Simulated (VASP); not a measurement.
# KZnF3 (Pm-3m) in VASP: a series of runs

One crystal, KZnF3, is run at these levels: PBE; tasks: single point, relaxation of cell and atoms.

Everything below comes from runs of VASP 6.6.1. Logs are shortened: lines on timing, memory, paths and dates and some standing lists are left out, and cuts for length are marked.

**1. Starting point**

Symmetry: Pm-3m, No. 221, cubic system. Conventional cell: a = 4.127 Å, b = 4.127 Å, c = 4.127 Å, α = 90.00°, β = 90.00°, γ = 90.00°. K (site symmetry m-3m) has 12 F at 2.92 Å as nearest neighbours. Zn (site symmetry m-3m) has 6 F at 2.06 Å as nearest neighbours. F (site symmetry 4/mmm) is surrounded by 2 Zn at 2.06 Å.

The cell is a database's computed one.

**2. Single point, PBE**

Contents of INCAR:

```
PREC = Accurate
ENCUT = 520
EDIFF = 1E-6
ISMEAR = 0
SIGMA = 0.02
LREAL = F
LASPH = T
NELM = 60
ALGO = Normal
ISIF = 2
LWAVE = F
LCHARG = F
GGA = PE
NBANDS = 29
```

Contents of KPOINTS:

```
Automatic mesh
0
Gamma
  6 6 6
```

Contents of POSCAR:

```
KZnF3
1.0
    4.1269690686      0.0000000000      0.0000000000
    0.0000000000      4.1269690686      0.0000000000
    0.0000000000      0.0000000000      4.1269690686
K Zn F
1 1 3
Direct
    0.0000000000      0.0000000000      0.0000000000
    0.5000000000      0.5000000000      0.5000000000
    0.0000000000      0.5000000000      0.5000000000
    0.5000000000      0.0000000000      0.5000000000
    0.5000000000      0.5000000000      0.0000000000
```

Potentials or basis: VASP PAW PBE potentials, release 64 (K_sv, Zn, F).

Started as:

```console
cat potpaw_PBE.64/K_sv/POTCAR potpaw_PBE.64/Zn/POTCAR potpaw_PBE.64/F/POTCAR > POTCAR
mpirun -np 1 vasp_std > vasp.out
```

OUTCAR:

```text
PREC = Accurate
   ENCUT = 520
   EDIFF = 1E-6
   ISMEAR = 0
   LREAL = F
   LASPH = T
   NELM = 60
   ISIF = 2
   GGA = PE

 ion  position               nearest neighbor table
   1  0.000  0.000  0.000-
   2  0.500  0.500  0.500-   3 2.06   4 2.06   5 2.06   5 2.06   4 2.06   3 2.06
   3  0.000  0.500  0.500-   2 2.06   2 2.06
   4  0.500  0.000  0.500-   2 2.06   2 2.06
   5  0.500  0.500  0.000-   2 2.06   2 2.06

  LATTYP: Found a simple cubic cell.
 ALAT       =     4.1269690686

  Lattice vectors:

 A1 = (   4.1269690686,   0.0000000000,   0.0000000000)
 A2 = (   0.0000000000,   4.1269690686,   0.0000000000)
 A3 = (   0.0000000000,   0.0000000000,   4.1269690686)

Analysis of symmetry for initial positions (statically):
=====================================================================
 Subroutine PRICEL returns:
 Original cell was already a primitive cell.

 Routine SETGRP: Setting up the symmetry group for a
 simple cubic supercell.

 Subroutine GETGRP returns: Found 48 space group operations
 (whereof 48 operations were pure point group operations)
 out of a pool of 48 trial point group operations.

The static configuration has the point symmetry O_h .

Analysis of symmetry for dynamics (positions and initial velocities):
=====================================================================
 Subroutine PRICEL returns:
 Original cell was already a primitive cell.

 Routine SETGRP: Setting up the symmetry group for a
 simple cubic supercell.

 Subroutine GETGRP returns: Found 48 space group operations
 (whereof 48 operations were pure point group operations)
 out of a pool of 48 trial point group operations.

The dynamic configuration has the point symmetry O_h .

 Subroutine INISYM returns: Found 48 space group operations
 (whereof 48 operations are pure point group operations),
 and found     1 'primitive' translations

----------------------------------------------------------------------------------------

                                     Primitive cell

  volume of cell :      70.2900

  direct lattice vectors                    reciprocal lattice vectors
     4.126969069  0.000000000  0.000000000     0.242308576  0.000000000  0.000000000
     0.000000000  4.126969069  0.000000000     0.000000000  0.242308576  0.000000000
     0.000000000  0.000000000  4.126969069     0.000000000  0.000000000  0.242308576

  length of vectors
     4.126969069  4.126969069  4.126969069     0.242308576  0.242308576  0.242308576

  position of ions in fractional coordinates (direct lattice)
     0.000000000  0.000000000  0.000000000
     0.500000000  0.500000000  0.500000000
     0.000000000  0.500000000  0.500000000
     0.500000000  0.000000000  0.500000000
     0.500000000  0.500000000  0.000000000

  ion indices of the primitive-cell ions
   primitive index   ion index
                 1           1
                 2           2
                 3           3
                 4           4
                 5           5

----------------------------------------------------------------------------------------

 KPOINTS: Automatic mesh

Automatic generation of k-mesh.
 Grid dimensions read from file:
 generate k-points for:    6    6    6

 Generating k-lattice:

  Cartesian coordinates                     Fractional coordinates (reciprocal lattice)
     0.040384763  0.000000000  0.000000000     0.166666667  0.000000000  0.000000000
     0.000000000  0.040384763  0.000000000     0.000000000  0.166666667  0.000000000
     0.000000000  0.000000000  0.040384763     0.000000000  0.000000000  0.166666667

  Length of vectors
     0.040384763  0.040384763  0.040384763

  Shift w.r.t. Gamma in fractional coordinates (k-lattice)
     0.000000000  0.000000000  0.000000000

 Subroutine IBZKPT returns following result:
 ===========================================

 Found     20 irreducible k-points:

 Following reciprocal coordinates:
            Coordinates               Weight
  0.000000  0.000000  0.000000      1.000000
  0.166667  0.000000  0.000000      6.000000
  0.333333  0.000000  0.000000      6.000000
  0.500000  0.000000  0.000000      3.000000
  0.166667  0.166667  0.000000     12.000000
  0.333333  0.166667  0.000000     24.000000
[... 12 lines left out ...]
  0.500000  0.500000  0.333333      6.000000
  0.500000  0.500000  0.500000      1.000000
   k-points           NKPTS =     20   k-points in BZ     NKDIM =     20   number of bands    NBANDS=     29
   number of dos      NEDOS =    301   number of ions     NIONS =      5
   total plane-waves  NPLWV =  32768
   dimension x,y,z NGX =    32 NGY =   32 NGZ =   32
   dimension x,y,z NGXF=    64 NGYF=   64 NGZF=   64
   ions per type =               1   1   3
   NGX,Y,Z   is equivalent  to a cutoff of  12.89, 12.89, 12.89 a.u.
   NGXF,Y,Z  is equivalent  to a cutoff of  25.78, 25.78, 25.78 a.u.
 SYSTEM =  unknown system
   PREC   = accura    normal or accurate (medium, high low for compatibility)
   ISTART =      0    job   : 0-new  1-cont  2-samecut
   ICHARG =      2    charge: 1-file 2-atom 10-const
   ISPIN  =      1    spin polarized calculation?
   LNONCOLLINEAR =      F non collinear calculations
   LSORBIT =      F    spin-orbit coupling
   LASPH  =      T    aspherical Exc in radial PAW
   ENCUT  =  520.0 eV  38.22 Ry    6.18 a.u.   7.67  7.67  7.67*2*pi/ulx,y,z
   NELM   =     60;   NELMIN=  2; NELMDL= -5     # of ELM steps
   EDIFF  = 0.1E-05   stopping-criterion for ELM
   LREAL  =      F    real-space projection
   EDIFFG = 0.1E-04   stopping-criterion for IOM
   NSW    =      0    number of steps for IOM
   IBRION =     -1    ionic relax: 0-MD 1-quasi-New 2-CG
   NFREE  =      0    steps in history (QN), initial steepest desc. (CG)
   ISIF   =      2    stress and relaxation
   ISYM   =      2    0-nonsym 1-usesym 2-fastsym
   POTIM  = 0.5000    time-step for ionic-motion
   TEBEG  =    0.0;   TEEND  =   0.0 temperature during run
   PSTRESS=    0.0 pullay stress
   NELECT =      42.0000    total number of electrons
   NUPDOWN=      -1.0000    fix difference up-down
   EMIN   =  10.00;   EMAX   =-10.00  energy-range for DOS
   EFERMI =   0.00;   METHOD = LEGACY
   ISMEAR =     0;   SIGMA  =   0.02  broadening in eV -4-tet -1-fermi 0-gaus
   EFERMI_NEDOS =   21; number of points for ismear=-14 and -15
   IALGO  =     38    algorithm
   IMIX   =      4    mixing-type and parameters
     AMIX     =   0.40;   BMIX     =  1.00
     AMIX_MAG =   1.60;   BMIX_MAG =  1.00
  volume/ion in A,a.u.               =      14.06        94.87
  Fermi-wavevector in a.u.,A,eV,Ry     =   1.378881  2.605707 25.868923  1.901312
  Thomas-Fermi vector in A             =   2.503902
   LORBIT       =      0    0 simple, 1 ext, 2 COOP (PROOUT), +10 PAW based schemes
   GGA     = PE    functional components
   LHFCALC =     F    Hartree Fock is set to
   AEXX    =    0.0000 exact exchange contribution
   IVDW    =     0    specifies the selected vdW correction
   LEPSILON=     F    determine dielectric tensor
   LRPA    =     F    only Hartree local field effects (RPA)
 non-spin polarized calculation
 Gauss-broadening in eV      SIGMA  =   0.02
  energy-cutoff  :      520.00
  volume of cell :       70.29
 maximum number of plane-waves:      1924
 NGX is ok and might be reduce to    32
   NGX = 15   NGY = 15   NGZ = 15

 number of electron      41.9999992 magnetization

 Free energy of the ion-electron system (eV)
  ---------------------------------------------------
  ext. energy  EPLUGINS =         0.00000000
  ---------------------------------------------------
  free energy    TOTEN  =       -20.33156140 eV

  energy without entropy =      -20.33156140  energy(sigma->0) =      -20.33156140

 E-fermi :  -1.1271     XC(G=0):  -9.5904

 val. band max:       -1.3192252635   @ k =   0.5000   0.5000   0.5000
 cond. band min:       2.3327874742   @ k =   0.0000   0.0000   0.0000
 fundamental gap:      3.6520127377
 Fermi energy:        -1.1270847573

 k-point     1 :       0.0000    0.0000    0.0000
  band No.  band energies     occupation
      1     -28.2317      2.00000
      2     -22.4697      2.00000
      3     -21.9174      2.00000
      4     -21.9174      2.00000
      5     -11.7100      2.00000
      6     -11.7100      2.00000
[... 21 lines left out ...]
     28       9.8465      0.00000
     29      12.4991      0.00000

 k-point     2 :       0.1667    0.0000    0.0000
  band No.  band energies     occupation
      1     -28.2278      2.00000
      2     -22.4409      2.00000
      3     -21.9433      2.00000
      4     -21.9158      2.00000
      5     -11.7120      2.00000
      6     -11.7014      2.00000
[... 21 lines left out ...]
     28       9.9176      0.00000
     29      12.3019      0.00000

 k-point     3 :       0.3333    0.0000    0.0000
  band No.  band energies     occupation
      1     -28.2200      2.00000
      2     -22.3696      2.00000
      3     -22.0072      2.00000
      4     -21.9135      2.00000
      5     -11.7160      2.00000
      6     -11.6842      2.00000
[... 21 lines left out ...]
     28      10.0722      0.00000
     29      11.9449      0.00000

 k-point     4 :       0.5000    0.0000    0.0000
  band No.  band energies     occupation
      1     -28.2160      2.00000
      2     -22.3226      2.00000
      3     -22.0501      2.00000
      4     -21.9115      2.00000
      5     -11.7178      2.00000
      6     -11.6755      2.00000
[... 469 lines left out ...]
     28      11.1165      0.00000
     29      11.2416      0.00000

 k-point    19 :       0.5000    0.5000    0.3333
  band No.  band energies     occupation
      1     -28.1980      2.00000
      2     -22.0634      2.00000
      3     -22.0506      2.00000
      4     -22.0506      2.00000
      5     -11.8219      2.00000
      6     -11.8219      2.00000
[... 21 lines left out ...]
     28      11.4501      0.00000
     29      11.4691      0.00000

 k-point    20 :       0.5000    0.5000    0.5000
  band No.  band energies     occupation
      1     -28.1960      2.00000
      2     -22.0477      2.00000
      3     -22.0477      2.00000
      4     -22.0477      2.00000
      5     -11.8390      2.00000
      6     -11.8390      2.00000
[... 21 lines left out ...]
     28      11.2654      0.00000
     29      11.9541      0.00000

------------------------ aborting loop because EDIFF is reached ----------------------------------------

  FORCE on cell =-STRESS in cart. coord.  units (eV):
  Direction    XX          YY          ZZ          XY          YZ          ZX
  --------------------------------------------------------------------------------------
  -------------------------------------------------------------------------------------
  Total        0.1235137      0.1235137      0.1235137     -0.0000000     -0.0000000      0.0000000
  in kB        2.8153480      2.8153480      2.8153480     -0.0000000     -0.0000000      0.0000000
  external PRESSURE =       2.8153480 kB  Pullay stress =       0.0000000 kB

 VOLUME and BASIS-vectors are now :
 -----------------------------------------------------------------------------
  energy-cutoff  :      520.00
  volume of cell :       70.29
      direct lattice vectors                 reciprocal lattice vectors
     4.126969069  0.000000000  0.000000000     0.242308576  0.000000000  0.000000000
     0.000000000  4.126969069  0.000000000     0.000000000  0.242308576  0.000000000
     0.000000000  0.000000000  4.126969069     0.000000000  0.000000000  0.242308576

 POSITION                                       TOTAL-FORCE (eV/Angst)
 -----------------------------------------------------------------------------------
      0.00000      0.00000      0.00000         0.000000      0.000000      0.000000
      2.06348      2.06348      2.06348         0.000000      0.000000      0.000000
      0.00000      2.06348      2.06348         0.000000      0.000000      0.000000
      2.06348      0.00000      2.06348         0.000000      0.000000      0.000000
      2.06348      2.06348      0.00000         0.000000      0.000000      0.000000
 -----------------------------------------------------------------------------------
    total drift:                                0.000000     -0.000000     -0.000000

  FREE ENERGIE OF THE ION-ELECTRON SYSTEM (eV)
  ---------------------------------------------------
  free  energy   TOTEN  =       -20.3315613971 eV

  energy  without entropy=      -20.3315613971  energy(sigma->0) =      -20.33156140
```

Run time: 24 s. Hardware: 1 thread of Intel Xeon 6975P-C (Granite Rapids), shared host; peak memory 0.18 GiB.

Results:

| Property | Result |
| --- | --- |
| Free energy | -20.3316 eV |
| Pressure | 0.3 GPa |
| Band gap on the k mesh | 3.65 eV, indirect (least direct gap 5.19 eV) |

Levels at points of the mesh, in eV from the valence-band top:
| k point | band 18 | band 19 | band 20 | band 21 | band 22 | band 23 | band 24 | band 25 |
| --- | --- | --- | --- | --- | --- | --- | --- | --- |
| (0.00, 0.00, 0.00) | -1.71 | -1.54 | -1.54 | -1.54 | 3.65 | 8.92 | 8.92 | 9.27 |
| (0.50, 0.00, 0.00) | -1.68 | -1.55 | -1.47 | -1.47 | 6.28 | 8.25 | 9.81 | 11.11 |
| (0.50, 0.50, 0.00) | -1.55 | -1.55 | -1.20 | 0.00 | 7.79 | 9.97 | 9.97 | 10.15 |
| (0.50, 0.50, 0.50) | -1.18 | -1.18 | 0.00 | 0.00 | 8.50 | 8.50 | 8.50 | 9.77 |

A k mesh can miss the band edges.

**3. Relaxation of cell and atoms, PBE**

Contents of INCAR:

```
PREC = Accurate
ENCUT = 600
EDIFF = 1E-6
ISMEAR = 0
SIGMA = 0.02
LREAL = False
LASPH = True
NELM = 80
ALGO = Normal
ISIF = 3
LWAVE = False
LCHARG = False
GGA = PE
IBRION = 2
NSW = 100
EDIFFG = -0.01
```

KPOINTS is that of step 2.

Edit POSCAR of step 2 so:

```diff
@@ -2,5 +2,5 @@
 1.0
-    4.1269690686      0.0000000000      0.0000000000
-    0.0000000000      4.1269690686      0.0000000000
-    0.0000000000      0.0000000000      4.1269690686
+    4.1261015308      0.0000000000      0.0000000000
+    0.0000000000      4.1261015308      0.0000000000
+    0.0000000000      0.0000000000      4.1261015308
 K Zn F
```

Potentials or basis: VASP PAW PBE potentials, release 64 (K_sv, Zn, F).

Started as:

```console
cat potpaw_PBE.64/K_sv/POTCAR potpaw_PBE.64/Zn/POTCAR potpaw_PBE.64/F/POTCAR > POTCAR
mpirun -np 1 vasp_std > vasp.out
```

Wall time 54 s (1 thread of Intel Xeon 6975P-C (Granite Rapids), shared host); peak memory 0.2 GiB.

Results (log left out):

```yaml
Free_energy: -20.3374 eV
Pressure_after_relaxing: 0.0 GPa
Band_gap_on_the_k_mesh: 3.65 eV, indirect (least direct gap 5.20 eV)
```

Final structure:
```
CELL_PARAMETERS angstrom
4.12610 0.00000 0.00000
0.00000 4.12610 0.00000
0.00000 0.00000 4.12610
ATOMIC_POSITIONS crystal
K 0.00000 0.00000 0.00000
Zn 0.50000 0.50000 0.50000
F 0.00000 0.50000 0.50000
F 0.50000 0.00000 0.50000
F 0.50000 0.50000 0.00000
```

Levels at points of the mesh, in eV from the valence-band top:
```csv
k point,band 17,band 18,band 19,band 20,band 21,band 22,band 23,band 24,band 25
"(0.00, 0.00, 0.00)",-1.71,-1.71,-1.54,-1.54,-1.54,3.65,8.92,8.92,9.27
"(0.50, 0.00, 0.00)",-1.69,-1.69,-1.55,-1.47,-1.47,6.29,8.25,9.81,11.10
"(0.50, 0.50, 0.00)",-1.89,-1.55,-1.55,-1.20,0.00,7.79,9.97,9.97,10.15
"(0.50, 0.50, 0.50)",-1.19,-1.19,-1.19,0.00,0.00,8.49,8.49,8.49,9.78
```

Caveat: the relaxation stopped at its first step, so nothing moved.

[end of part 1 of 2]
